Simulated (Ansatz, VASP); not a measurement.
Two plane-wave programs on SnTe

```
Sn Te
1.0
     4.53466    0.00000    0.00000
     0.00000    4.53466    0.00000
     0.00000    0.00000   18.20649
Sn Te
2 2
Direct
  0.50000 0.50000 0.41194
  0.00000 0.00000 0.58806
  0.00000 0.00000 0.41194
  0.50000 0.50000 0.58806
```

Alike in both runs: task single point; functional PBE; k mesh 8 × 8 × 1; occupations gaussian, width 0.05 eV; no spin polarisation.

```csv
,VASP,Ansatz
version,VASP 6.6.1,Ansatz 0.2.0
potentials or method,"VASP PAW PBE potentials, release 64 (Sn_d, Te)","scalar-relativistic, plane waves, PAW"
plane-wave cutoff (eV),520,420
valence electrons in the cell,40,60
```

Ansatz gave:

| Quantity | Value |
| --- | --- |
| gap on the k mesh at the Fermi level (eV) | 0.89 |
| least direct gap on the mesh (eV) | 1.13 |
| rms of the force components (eV/Å) | 0.367 |

**Question.** Estimate VASP's values.

**Answer.** gap on the k mesh at the Fermi level (eV): 0.88; least direct gap on the mesh (eV): 1.12; rms of the force components (eV/Å): 0.364.

The two sets of potentials don't hold the same shells in valence. Ansatz warned: «xc_potential_rough_in_thin_density».

Caveats: spin-orbit coupling is left out, which moves the levels of the heavy elements.
